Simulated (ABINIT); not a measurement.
# AgBr (Bromargyrite): G0W0 with ABINIT, start to end, part 3 of 3

How does a plane-wave GW calculation on AgBr (Bromargyrite) run from the first input to the gap?

ABINIT 10.8.3; PBE and many-body steps on it, plane waves. Known limits of the many-body steps: not at the basis limit; screening head approximate; d shell near the gap, gap tends to lie low; coarse k mesh.

So far. Step 4 (Empty states on the mesh, 4×4×4 mesh, 220 bands): On this mesh the gap is 0.591 eV. Step 5 (Screening, 4×4×4 mesh, 212 bands, screening to 149.7 eV): Local fields lower ε∞ by 7 %. On a Γ-centred mesh this coarse the value itself is usually too large, while a short band sum pulls it down.

## 6. Self-energy, 4×4×4 mesh, 212 bands, screening to 149.7 eV

The self-energy is evaluated for the states that the input lists, and the levels follow from it, in one-shot runs by the linearised quasiparticle equation.

This step: G0W0 on PBE with spin-orbit coupling, plane waves, norm-conserving pseudopotentials.

run.abi reads:

```
acell 3*1.0 Angstrom
rprim 
  0.000000000000 2.887250000000 2.887250000000
  2.887250000000 0.000000000000 2.887250000000
  2.887250000000 2.887250000000 0.000000000000
ntypat 2
znucl 47 35
natom 2
typat 1 2
xred 
  0.000000000000 0.000000000000 0.000000000000
  0.500000000000 0.500000000000 0.500000000000
pp_dirpath "pseudos"
pseudos "Ag.upf, Br.upf"
ecut 37
nspinor 2
ngkpt 4 4 4
nshiftk 1
shiftk 0 0 0
kptopt 1
chksymbreak 0
istwfk *1
occopt 1
irdwfk 1
optdriver 4
nband 212
gwcalctyp 0
ecutsigx 37
symsigma 0
nkptgw 2
kptgw 
  0.5000000000 0.0000000000 0.0000000000
  0.0000000000 0.0000000000 0.0000000000
bdgw 
  23 30
  23 32
ecuteps 5.5
irdscr 1
ppmodel 1
indata_prefix "in"
outdata_prefix "out"
tmpdata_prefix "tmp"
```

On the command line:

```sh
> OMP_NUM_THREADS=1 mpirun -n 8 abinit run.abi > log
```

Numbers of over 12 decimals in the logs are rounded to 6 here.

The program printed:

```text
.Version 10.8.3 of ABINIT. v10.8.2 released Aug 2026.

 Symmetries : space group Fm -3 m (#225); Bravais cF (face-center cubic)
[... echo of the input left out ...]
== DATASET  1 ==================================================================
-   mpi_nproc: 8, omp_nthreads: 1 (-1 if OMP is not activated)

--- !DatasetInfo
iteration_state: {dtset: 1, }
dimensions: {natom: 2, nkpt: 8, mband: 212, nsppol: 1, nspinor: 2, nspden: 1, mpw: 3512, }
cutoff_energies: {ecut:  37.0, pawecutdg:  -1.0, }
electrons: {nelect:   2.60000000E+01, charge:   0.00000000E+00, occopt:   1.00000000E+00, tsmear:   1.00000000E-02, }

 SIGMA: Calculation of the GW corrections

 Based on a program developped by R.W. Godby, V. Olevano, G. Onida, and L. Reining.
 Incorporated in ABINIT by V. Olevano, G.-M. Rignanese, and M. Torrent.
.Using double precision arithmetic ; gwpc =  8

[... cell and pseudopotentials left out ...]
--------------------------------------------------------------------------------

 ==== K-mesh for the wavefunctions ====
 Number of points in the irreducible wedge :     8
[... list of points left out ...]
 Together with 48 symmetry operations and time-reversal symmetry
 yields    64 points in the full Brillouin Zone.

 ==== Q-mesh for screening function ====
 Number of points in the irreducible wedge :     8
[... list of points left out ...]
 Together with 48 symmetry operations and time-reversal symmetry
 yields    64 points in the full Brillouin Zone.

 vcoul_init : cutoff-mode = AUXILIARY_FUNCTION
 q-points for optical limit:   1
     1)      0.000010    0.000020    0.000030
 setmesh: FFT mesh size selected  =    45x   45x   45
          total number of points  =        91125

 Number of electrons calculated from density =   26.0000; Expected =   26.0000
 average of density, n =  0.080038
 r_s =    1.4395
 omega_plasma =   27.2899 [eV]

 === KS Band Gaps ===
  >>>> For spin  1
   Minimum direct gap =   2.3668 [eV], located at k-point      :   0.0000  0.0000  0.0000
   Fundamental gap    =   0.5912 [eV], Top of valence bands at :   0.5000  0.0000  0.0000
                                       Bottom of conduction at :   0.0000  0.0000  0.0000
 SIGMA fundamental parameters:
 PLASMON POLE MODEL  1
 number of plane-waves for SigmaX                 3479
 number of plane-waves for SigmaC and W            181
 number of plane-waves for wavefunctions          3479
 number of bands                                   212
 number of independent spin polarizations            1
 number of spinorial components                      2
 number of k-points in IBZ                           8
 number of q-points in IBZ                           8
 number of symmetry operations                      48
 number of k-points in BZ                           64
 number of q-points in BZ                           64
 number of frequencies for dSigma/dE                 9
 frequency step for dSigma/dE [eV]                0.25
 number of omega for Sigma on real axis              0
 max omega for Sigma on real axis  [eV]           0.00
 zcut for avoiding poles [eV]                     0.10

 EPSILON^-1 parameters (SCR file):
 dimension of the eps^-1 matrix on file            181
 dimension of the eps^-1 matrix used               181
 number of plane-waves for wavefunctions          3479
 number of bands                                   212
 number of q-points in IBZ                           8
 number of frequencies                               2
 number of real frequencies                          1
 number of imag frequencies                          1

 matrix elements of self-energy operator (all in [eV])

 Perturbative Calculation

--- !SelfEnergy_ee
iteration_state: {dtset: 1, }
kpoint     : [   0.500,    0.000,    0.000, ]
spin       : 1
KS_gap     :    3.693
QP_gap     :    4.442
Delta_QP_KS:    0.749
data: !SigmaeeData |
     Band     E0 <VxcDFT>   SigX SigC(E0)      Z dSigC/dE  Sig(E)    E-E0       E
       23   4.608 -20.116 -24.490   3.609   0.797  -0.255 -20.725  -0.610   3.998
       24   4.608 -20.116 -24.490   3.609   0.797  -0.255 -20.725  -0.610   3.998
       25   4.753 -19.467 -23.628   3.386   0.798  -0.252 -20.086  -0.619   4.134
       26   4.753 -19.467 -23.628   3.386   0.798  -0.252 -20.086  -0.619   4.134
       27   8.447  -8.739  -4.705  -3.878   0.832  -0.203  -8.610   0.130   8.577
       28   8.447  -8.739  -4.705  -3.878   0.832  -0.203  -8.610   0.130   8.577
       29  11.159 -13.266  -7.272  -4.975   0.797  -0.255 -12.454   0.811  11.971
       30  11.159 -13.266  -7.272  -4.975   0.797  -0.255 -12.454   0.811  11.971

--- !SelfEnergy_ee
iteration_state: {dtset: 1, }
kpoint     : [   0.000,    0.000,    0.000, ]
spin       : 1
KS_gap     :    2.367
QP_gap     :    3.480
Delta_QP_KS:    1.113
data: !SigmaeeData |
     Band     E0 <VxcDFT>   SigX SigC(E0)      Z dSigC/dE  Sig(E)    E-E0       E
       23   2.978 -13.152 -16.575   2.401   0.798  -0.253 -13.967  -0.815   2.162
       24   2.978 -13.152 -16.575   2.401   0.798  -0.253 -13.967  -0.815   2.162
[...]
28   5.344 -10.523  -6.439  -3.714   0.826  -0.211 -10.218   0.305   5.650
       29  14.570 -11.262  -6.409  -4.285   0.819  -0.221 -10.796   0.466  15.037
       30  14.570 -11.262  -6.409  -4.285   0.819  -0.221 -10.796   0.466  15.037
       31  14.570 -11.262  -6.408  -4.285   0.819  -0.221 -10.796   0.467  15.037
       32  14.570 -11.262  -6.408  -4.285   0.819  -0.221 -10.796   0.467  15.037

== END DATASET(S) ==============================================================
================================================================================

 -outvars: echo values of variables after computation  --------
           etotal      0.0000000000E+00
            nband         212
             nkpt           8
          spgroup         225
 [... the other variables as echoed above ...]

 Calculation completed.
```

Wall time 2.4 min (8 MPI ranks of Arm Neoverse V1, shared host); peak memory 2.6 GiB.

This step gave:

```yaml
g0w0_gap_on_the_points_computed: 1.516 eV
starting_gap_on_the_mesh: 0.5912 eV
k_of_the_valence_top: 0.5, 0, 0
k_of_the_conduction_bottom: 0, 0, 0
z_at_the_valence_top: 0.798
z_at_the_conduction_bottom: 0.826
least_direct_g0w0_gap_on_the_computed_points: 3.481 eV
```

The gap on the mesh goes from 0.59 eV to 1.52 eV, a correction of +0.92 eV.

Limits: finite bands, cutoff and mesh; screening head approximate; d shell near the gap, gap tends to lie low; coarse k mesh. v1 is the top filled band, c1 the lowest empty one. Levels before and after the correction, in eV, zero at the valence-band top of each column:

```csv
,conduction bottom,valence top
Kohn-Sham,0.59,0.00
G0W0,1.52,0.00
```

|  | level | energy (eV) |
| --- | --- | --- |
| Kohn-Sham | (0.5 0 0) v3 | -0.146 |
| Kohn-Sham | (0.5 0 0) v2-v1 | 0.000 |
| Kohn-Sham | (0.5 0 0) c1-c2 | 3.693 |
| Kohn-Sham | (0.5 0 0) c3 | 6.406 |
| Kohn-Sham | Γ v3 | -1.776 |
| Kohn-Sham | Γ v2-v1 | -1.776 |
| Kohn-Sham | Γ c1-c2 | 0.591 |
| Kohn-Sham | Γ c3 | 9.817 |
| G0W0 | (0.5 0 0) v3 | -0.136 |
| G0W0 | (0.5 0 0) v2-v1 | 0.000 |
| G0W0 | (0.5 0 0) c1-c2 | 4.443 |
| G0W0 | (0.5 0 0) c3 | 7.837 |
| G0W0 | Γ v3 | -1.972 |
| G0W0 | Γ v2-v1 | -1.965 |
| G0W0 | Γ c1-c2 | 1.516 |
| G0W0 | Γ c3 | 10.903 |

## 7. Where the time went

Times are wall times on 8 MPI ranks of Arm Neoverse V1, shared host, good to a factor of about two.

| step | time | share | memory (GiB) |
| --- | --- | --- | --- |
| ground state | 36 s | 5 % | 0.67 |
| bands along the symmetry lines | 35 s | 5 % | 0.63 |
| empty states on the mesh | 4.9 min | 45 % | 21 |
| screening | 2.6 min | 23 % | 3.6 |
| self-energy | 2.4 min | 22 % | 2.6 |

## 8. Outcome

| Item | Value |
| --- | --- |
| PBE gap | 0.59 eV, indirect |
| G0W0 gap on the mesh | 1.52 eV |
| GW settings | 4×4×4 mesh, 212 bands, screening to 149.7 eV, Godby-Needs plasmon pole |
| known limits | not at the basis limit; screening head approximate; d shell near the gap, gap tends to lie low; coarse k mesh |

What this shows: G0W0 moves the gap on the mesh from 0.59 eV to 1.52 eV (+0.92 eV), with Z of 0.80 and 0.83 at the edges. Local fields lower the RPA ε∞ on this mesh from 7.30 to 6.76; a Γ-centred mesh this coarse tends to raise both, most where the direct gap is narrow, while a short band sum lowers them. Only 2 of the mesh's irreducible points were corrected, so a valley elsewhere could overtake. The dearest step here is «empty states on the mesh». Bands and cutoff are finite, so the gap is not at the basis limit. The miss can reach some tenths of an eV and take either sign; the mesh is an error of its own. In the G0W0 run levels were corrected at 2 k points alone, so a gap called «on the mesh» is the least over those, and an edge elsewhere would be missed. The 4×4×4 mesh is coarse for this cell, which bears on the long-range parts of exchange and screening. The long-wavelength limit of the screening leaves out the non-local commutator, which shifts ε∞. A d shell, filled or nearly so, lies near the gap. One-shot GW converges very slowly in bands there, not always from below, and on a semilocal start the gap tends to come out low; starts rich in exact exchange can overshoot instead.

[Paths, hosts, dates, memory and timing lines, banners, echoed tables and standing remarks are left out of the program output.]

[Logs are printed without paths, hosts, clocks, repeated set-up lines and the standing remarks that a program may print on its own settings, such as how far it seeks lower states.]

[Runs of the session that timed out or met a known fault of the program may be left out.]

[Hosts, paths, dates, database ids (printed as entryN), source tags and the programs' standing remarks are cut or masked in the printed files.]

[G0W0 gaps are taken among the corrected bands and points alone; a level outside them can change the order at an edge.]

[Where Ansatz stands beside ABINIT at settings called matched, ABINIT's density can come from a denser mesh and the files from another edition; pairs whose starting gaps differed by over 0.03 eV were left out, so agreement reads better than it is.]
